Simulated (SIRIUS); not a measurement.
# CoO (Fm-3m) in SIRIUS: single point with PBE

Aim: the single point of CoO with PBE.

All numbers are computed with SIRIUS 7.10.0; they aren't measurements. Logs are shortened: lines on timing, memory, paths and dates and some standing lists are left out, and cuts for length are marked. The log counts tension as positive stress, the text compression.

## 1. The crystal as given

Symmetry: Fm-3m, No. 225, cubic system. Conventional cell: a = 4.263 Å, b = 4.263 Å, c = 4.263 Å, α = 90.00°, β = 90.00°, γ = 90.00°. Co (site symmetry m-3m) is surrounded by 6 O at 2.13 Å. O (site symmetry m-3m) is surrounded by 6 Co at 2.13 Å.

## 2. Single point, PBE, collinear spin, ferromagnetic start

Input file sirius.json:

```json
{
  "control": {
    "processing_unit": "cpu",
    "verbosity": 2,
    "num_bands_to_print": 19,
    "print_forces": true,
    "print_stress": true
  },
  "parameters": {
    "electronic_structure_method": "pseudopotential",
    "xc_functionals": ["XC_GGA_X_PBE", "XC_GGA_C_PBE"],
    "gk_cutoff": 9.8,
    "pw_cutoff": 19.6,
    "ngridk": [11, 11, 11],
    "shiftk": [0, 0, 0],
    "smearing": "fermi_dirac",
    "smearing_width": 0.0018374661,
    "num_bands": 19,
    "num_mag_dims": 1,
    "num_dft_iter": 100,
    "energy_tol": 1e-08,
    "density_tol": 1e-06
  },
  "iterative_solver": {
    "type": "davidson",
    "min_tolerance": 1e-09,
    "tolerance_scale": [0.1, 0.25]
  },
  "mixer": {
    "type": "anderson",
    "beta": 0.5,
    "max_history": 8
  },
  "settings": {
    "tol_ne": 1e-10,
    "pseudo_grid_cutoff": 6.5,
    "smooth_initial_mag": true
  },
  "unit_cell": {
    "lattice_vectors": [
      [0.0, 0.707106781187, 0.707106781187],
      [0.707106781187, 0.0, 0.707106781187],
      [0.707106781187, 0.707106781187, 0.0]
    ],
    "lattice_vectors_scale": 5.6963832646,
    "atom_coordinate_units": "lattice",
    "atom_types": ["Co", "O"],
    "atom_files": {
      "O": "O.json",
      "Co": "Co.json"
    },
    "atoms": {
      "Co": [
        [0.0, 0.0, 0.0, 0.0, 0.0, 3.5]
      ],
      "O": [
        [0.5, 0.5, 0.5, 0.0, 0.0, 0.0]
      ]
    }
  }
}
```

Potentials or basis: PseudoDojo 0.4.1 PBE standard (scalar relativistic).

On the command line:

```sh
upf_to_json O.upf
upf_to_json Co.upf
OMP_NUM_THREADS=1 sirius.scf --input=sirius.json --output=out.json --task=0
```

The log of the run:

```text
[info] SIRIUS version : 7.10.0
[info] number of MPI ranks           : 1
[info] MPI grid                      : 1 1
[info] maximum number of OMP threads : 1
[fft] FFT context for density and potential
[fft] =====================================
[fft]   comm size                             : 1
[fft]   plane wave cutoff                     : 19.6
[fft]   grid size                             : 40 40 40   total : 64000
[fft]   grid limits                           : -19 20   -19 20   -19 20
[fft]   number of G-vectors within the cutoff : 8265
[fft]   local number of G-vectors             : 8265
[fft]   number of G-shells                    : 476
[fft] FFT context for coarse grid
[fft] =====================================
[fft]   comm size                             : 1
[fft]   plane wave cutoff                     : 19.6
[fft]   grid size                             : 40 40 40   total : 64000
[fft]   grid limits                           : -19 20   -19 20   -19 20
[fft]   number of G-vectors within the cutoff : 8265
[fft]   local number of G-vectors             : 8265
[fft]   number of G-shells                    : 476
[unit cell] lattice vectors
[unit cell]   a1 :       0.0000000000      4.0279512346      4.0279512346
[unit cell]   a2 :       4.0279512346      0.0000000000      4.0279512346
[unit cell]   a3 :       4.0279512346      4.0279512346      0.0000000000
[unit cell] reciprocal lattice vectors
[unit cell]   b1 :      -0.7799480358      0.7799480358      0.7799480358
[unit cell]   b2 :       0.7799480358     -0.7799480358      0.7799480358
[unit cell]   b3 :       0.7799480358      0.7799480358     -0.7799480358
[unit cell] unit cell volume :       130.70211272 [a.u.^3]
[unit cell] 1/sqrt(omega)    :         0.08746991
[unit cell] MT volume        :         0.00000000 ( 0.00%)
[unit cell] IT volume        :       130.70211272 (100.00%)
[unit cell] number of atom types : 2
[unit cell] type id : 0 symbol : Co mt_radius :  13.870000 num_atoms : 1
[unit cell] type id : 1 symbol :  O mt_radius :   9.350000 num_atoms : 1
[unit cell] total number of atoms : 2
[unit cell] number of symmetry classes : 2
[unit cell] number of PAW atoms : 0
[unit cell] atom id  type id  class id             position                      vector_field
[unit cell] ------------------------------------------------------------------------------------------
[unit cell]      0        0        0      0.00000   0.00000   0.00000      0.00000   0.00000   3.50000
[unit cell]      1        1        1      0.50000   0.50000   0.50000      0.00000   0.00000   0.00000
[unit cell] atom id         position (Cartesian, a.u.)
[unit cell] ---------------------------------------------
[unit cell]      0       0.000000    0.000000    0.000000
[unit cell]      1       4.027951    4.027951    4.027951
[unit cell] class id : 0 atom id : 0
[unit cell] class id : 1 atom id : 1
[unit cell] minimum bond length:     4.027951
[unit cell] total number of pseudo wave-functions: 14
[sym] space group number   : 225
[sym] international symbol : Fm-3m
[sym] Hall symbol          : -F 4 2 3
[sym] space group transformation matrix :
[sym]   0.0000  0.5000  0.5000
[sym]   0.5000  0.0000  0.5000
[sym]   0.5000  0.5000  0.0000
[sym] space group origin shift :
[sym]   0.0000  0.0000  0.0000
[sym] number of space group operations  : 48
[sym] number of magnetic group operations : 48
[sym] metric tensor error: 0.0000e+00
[sym] rotation matrix error: 2.4162e-19
[sym] symmetry operations
[... list of symmetry operations ...]
[atom type] label          : Co
[atom type] --------------------------------------------------------------------------------
[atom type] symbol         : Co
[... 357 lines left out ...]
[diagonalize]            -2.940643   -1.588219   -1.587822   -1.587822   -0.191145    0.349439    0.392791    0.392791    0.491050    0.491050    0.493358    0.556320    0.556320    0.638783    1.009070    1.150995    1.150995    1.237048    1.301895
[diagonalize] ik:    3   -3.037980   -1.691843   -1.691172   -1.691172   -0.199262    0.277566    0.318464    0.318464    0.415029    0.415029    0.430485    0.485318    0.485318    0.661856    0.925013    1.078516    1.078516    1.235697    1.306923
[diagonalize]            -2.940604   -1.588656   -1.587881   -1.587881   -0.178378    0.301520    0.372788    0.372788    0.500456    0.500456    0.503502    0.582398    0.582398    0.681368    0.944308    1.099131    1.099131    1.251928    1.328076
[diagonalize] ik:    4   -3.037947   -1.692190   -1.691220   -1.691220   -0.186974    0.241408    0.303290    0.303290    0.422111    0.422111    0.440012    0.505098    0.505098    0.691530    0.879089    1.036715    1.036715    1.250365    1.354000
[diagonalize]            -2.940567   -1.589057   -1.587935   -1.587935   -0.165524    0.263613    0.358013    0.358013    0.509172    0.509172    0.515515    0.603781    0.603781    0.706714    0.903122    1.055395    1.055395    1.268978    1.373824
[diagonalize] ...
[diagonalize] ik:   51   -3.037884   -1.692170   -1.691750   -1.691552   -0.175556    0.275037    0.305201    0.321127    0.404249    0.426247    0.435535    0.439524    0.450916    0.774087    0.875545    0.901620    1.046657    1.165850    1.436575
[diagonalize]            -2.940497   -1.589031   -1.588544   -1.588316   -0.151999    0.293042    0.333964    0.358117    0.474523    0.520523    0.524755    0.552996    0.568037    0.802002    0.893430    0.923691    1.068889    1.186200    1.446042
[diagonalize] ik:   52   -3.037904   -1.692088   -1.691695   -1.691425   -0.178511    0.258835    0.304662    0.310842    0.416343    0.418542    0.443809    0.444064    0.481985    0.780310    0.873452    0.901326    1.038254    1.215508    1.372112
[diagonalize]            -2.940519   -1.588937   -1.588481   -1.588171   -0.155716    0.283435    0.337265    0.351885    0.490145    0.518702    0.524758    0.552241    0.591080    0.805885    0.895084    0.920949    1.059924    1.232593    1.388419
[diagonalize] ik:   53   -3.037892   -1.692077   -1.691809   -1.691480   -0.175140    0.265935    0.294651    0.302976    0.416420    0.426697    0.441043    0.444879    0.476976    0.813377    0.848064    0.894711    1.017819    1.261704    1.317542
[diagonalize]            -2.940506   -1.588923   -1.588613   -1.588233   -0.151990    0.289144    0.321917    0.347039    0.501139    0.511280    0.524803    0.558148    0.587276    0.840169    0.869708    0.913913    1.038583    1.277795    1.333538
[diagonalize] ik:   54   -3.037885   -1.692100   -1.691783   -1.691566   -0.175074    0.275424    0.302549    0.307029    0.418245    0.418672    0.437590    0.438558    0.461056    0.794011    0.873390    0.897109    1.012891    1.213285    1.374990
[diagonalize]            -2.940499   -1.588949   -1.588582   -1.588333   -0.151636    0.295825    0.331800    0.343332    0.488241    0.516839    0.524701    0.551474    0.575898    0.822977    0.892018    0.917835    1.034442    1.231813    1.387939
[diagonalize] ik:   55   -3.037884   -1.691985   -1.691921   -1.691558   -0.174163    0.284726    0.287500    0.301471    0.416442    0.431365    0.431995    0.439182    0.466077    0.813610    0.875710    0.880440    0.997777    1.261215    1.317467
[diagonalize]            -2.940498   -1.588816   -1.588742   -1.588324   -0.150732    0.308595    0.310828    0.341128    0.500761    0.510010    0.524693    0.553112    0.579330    0.844383    0.895210    0.899186    1.018396    1.278282    1.331839
[find] Charges and magnetic moments
[find] --------------------------------------------------------------------------------
[find] atom                moment                |moment|
[find] --------------------------------------------------------------------------------
[find]    0 [  0.00000,   0.00000,   2.37619]    2.376189
[find]    1 [  0.00000,   0.00000,   0.32303]    0.323033
[find] total charge          : 23.000000
[... 7 lines left out ...]
[find] <rho|V^{H}>                    :      91.33549506
[find] one-electron contribution      :     -76.68452650 (Ha),    -153.36905300 (Ry)
[find] hartree contribution           :      45.66774753
[find] xc contribution                :     -32.23416206
[find] ewald contribution             :    -106.28143086
[find] PAW contribution               :       0.00000000
[find] smearing (-TS)                 :      -0.00115353
[find] SCF correction                 :      -0.00000178
[find] Total energy                   :    -169.53237366 (Ha),    -339.06474732 (Ry)
[find] Free energy (E-TS)             :    -169.53352719 (Ha),    -339.06705438 (Ry)
[find] band gap (eV)                  :       0.00000000
[find] Efermi                         :       0.51924476
[find] iteration : 17, RMS : 4.802198924488e-08, energy difference : -2.536069132475e-10
[find] Hartree energy of density residual : 5.809096017556e-14
[find] bands are converged : true
[find] iterative solver converged : true
[find] converged after 18 SCF iterations!
[find] Charges and magnetic moments
[find] --------------------------------------------------------------------------------
[find] atom                moment                |moment|
[find] --------------------------------------------------------------------------------
[find]    0 [  0.00000,   0.00000,   2.37619]    2.376189
[find]    1 [  0.00000,   0.00000,   0.32303]    0.323033
[find] total charge          : 23.000000
[find] total moment          : [  0.00000,   0.00000,   2.98967], magnitude : 2.989672
[find] Energy
[find] --------------------------------------------------------------------------------
[find] valence_eval_sum               :     -11.06579890
[find] <rho|V^{XC}>                   :     -25.54823113
[find] <rho|E^{XC}>                   :     -32.23416206
[find] <mag|B^{XC}>                   :      -0.16853634
[find] <rho|V^{H}>                    :      91.33549506
[find] one-electron contribution      :     -76.68452650 (Ha),    -153.36905300 (Ry)
[find] hartree contribution           :      45.66774753
[find] xc contribution                :     -32.23416206
[find] ewald contribution             :    -106.28143086
[find] PAW contribution               :       0.00000000
[find] smearing (-TS)                 :      -0.00115353
[find] SCF correction                 :      -0.00000178
[find] Total energy                   :    -169.53237366 (Ha),    -339.06474732 (Ry)
[find] Free energy (E-TS)             :    -169.53352719 (Ha),    -339.06705438 (Ry)
[find] band gap (eV)                  :       0.00000000
[find] Efermi                         :       0.51924476
[ground_state] === stress tensor components [kbar] ===
[ground_state] === stress_kin ===
[ground_state] -119012.147983    0.000000    0.000000
[ground_state]     0.000000-119012.147983   -0.000000
[ground_state]     0.000000   -0.000000-119012.147983
[ground_state] === stress_har ===
[ground_state] -34265.994013    0.000000    0.000000
[ground_state]     0.000000-34265.994013   -0.000000
[ground_state]     0.000000   -0.000000-34265.994013
[ground_state] === stress_ewald ===
[ground_state] 79746.409018   -0.000000   -0.000000
[ground_state]    -0.00000079746.409018    0.000000
[ground_state]    -0.000000    0.00000079746.409018
[ground_state] === stress_vloc ===
[ground_state] 16228.241886   -0.000000   -0.000000
[ground_state]    -0.00000016228.241886    0.000000
[ground_state]    -0.000000    0.00000016228.241886
[ground_state] === stress_xc ===
[ground_state] -13785.050184    0.000000   -0.000000
[ground_state]     0.000000-13785.050184   -0.000000
[ground_state]    -0.000000   -0.000000-13785.050184
[ground_state] === stress_core ===
[ground_state] 32012.839724   -0.000000    0.000000
[ground_state]    -0.00000032012.839724    0.000000
[ground_state]     0.000000    0.00000032012.839724
[ground_state] === stress_nonloc ===
[ground_state] 39095.815397    0.000000    0.000000
[ground_state]     0.00000039095.815397   -0.000000
[ground_state]     0.000000   -0.00000039095.815397
[ground_state] === stress_us_nl ===
[ground_state] 39095.815397    0.000000    0.000000
[ground_state]     0.00000039095.815397   -0.000000
[ground_state]     0.000000   -0.00000039095.815397
[ground_state] === stress_total ===
[ground_state]    20.113845   -0.000000    0.000000
[ground_state]    -0.000000   20.113845    0.000000
[ground_state]     0.000000    0.000000   20.113845
[ground_state] ==== total Forces in Ha/bohr =====
[ground_state] atom:    0, force:       0.0000000      0.0000000      0.0000000
[ground_state] atom:    1, force:       0.0000000      0.0000000      0.0000000
[ground_state] ==== ultrasoft contribution from Qij =====
[ground_state] atom:    0, force:       0.0000000      0.0000000      0.0000000
[ground_state] atom:    1, force:       0.0000000      0.0000000      0.0000000
[ground_state] ==== non-local contribution from Beta-projector =====
[ground_state] atom:    0, force:       0.0000000      0.0000000      0.0000000
[ground_state] atom:    1, force:       0.0000000      0.0000000      0.0000000
[ground_state] ==== contribution from local potential =====
[ground_state] atom:    0, force:       0.0000000      0.0000000      0.0000000
[ground_state] atom:    1, force:       0.0000000      0.0000000      0.0000000
[ground_state] ==== contribution from core density =====
[ground_state] atom:    0, force:       0.0000000      0.0000000      0.0000000
[ground_state] atom:    1, force:       0.0000000      0.0000000      0.0000000
[ground_state] ==== Ewald forces from ions =====
[ground_state] atom:    0, force:       0.0000000      0.0000000      0.0000000
[ground_state] atom:    1, force:       0.0000000      0.0000000      0.0000000
[~DFT_ground_state] local op. applied: 114019
[~DFT_ground_state] evp. work count: 29458.7
[~DFT_ground_state] number of iterative solver steps: 6641
```

Wall time 3.5 min (1 thread of Arm Neoverse V1, shared host); peak memory 0.44 GiB.

What came out:

```
Free energy            : -4613.2423 eV
Pressure               : -2.0 GPa
Band gap on the k mesh : none (metal or under the smearing width)
Net moment             : 2.99 μB per cell
Absolute moment        : 3.01 μB per cell
```

Caveat: a cell with one magnetic atom can't hold antiferromagnetic order, which such compounds often take; semilocal functionals often make such compounds metallic where correlation or magnetic order opens a gap, which also shifts bond lengths. With open d or f shells a metallic result of PBE can be an artefact of self-interaction; +U or a hybrid may open a gap.
